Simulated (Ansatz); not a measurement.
BaS: relaxation of cell and atoms with RPBE+D4

Crystal: BaS.

```
Ba S
1.0
     0.00000    3.19375    3.19375
     3.19375    0.00000    3.19375
     3.19375    3.19375    0.00000
Ba S
1 1
Direct
  0.00000 0.00000 0.00000
  0.50000 0.50000 0.50000
```

```json
{"Program": "Ansatz 0.2.0", "Task": "relaxation of cell and atoms", "Functional": "RPBE", "Dispersion": "D4", "Potentials or basis": "Ansatz PAW", "Cutoff": "420 eV (not typed: the program's choice for these potentials)", "k mesh": "7 × 7 × 7", "Occupations": "fermi-dirac, width 0.05 eV", "Spin": "no spin polarisation"}
```

```json
{
 "Relaxed volume": "32.94 Å³/atom",
 "Relaxed cell": "a = 4.533 Å, b = 4.533 Å, c = 4.533 Å, α = 60.00°, β = 60.00°, γ = 60.00°",
 "Space group after relaxing (to 0.05 Å)": "Fm-3m (No. 225)",
 "Energy gained by relaxing": "0.5 meV/atom",
 "Ionic steps": "4",
 "Pressure after relaxing": "0.0 GPa",
 "Band gap on the k mesh": "2.43 eV"
}
```

The path:
| step | energy change (eV) | largest force (eV/Å) | volume (Å³) |
| --- | --- | --- | --- |
| 1 | 0.0000 | 0.0000 | 65.15 |
| 2 | -0.0010 | 0.0000 | 66.04 |
| 3 | -0.0010 | 0.0000 | 65.88 |
| 4 | -0.0010 | 0.0000 | 65.88 |

Final structure:
```
CELL_PARAMETERS angstrom
0.00000 3.20556 3.20556
3.20556 0.00000 3.20556
3.20556 3.20556 0.00000
ATOMIC_POSITIONS crystal
Ba 0.00000 0.00000 0.00000
S 0.50000 0.50000 0.50000
```

Wall time 2.9 s on 2 threads of Intel(R) Xeon(R) Platinum 8488C (Sapphire Rapids), on a shared host, peak memory 0.4 GiB.

Caveat: odd divisions of the mesh miss points on the zone boundary, where band edges often lie, so the gap on the mesh can be too wide; the plane-wave basis is chosen anew once the cell has moved, so the energies of steps on either side of that aren't comparable; spin-orbit coupling is left out, which moves the levels of the heavy elements; the PAW data sets come from PBE, with cores solved anew for the run's functional, which leaves a small shift of forces and pressure. Zero-point motion and thermal expansion aren't in these numbers.
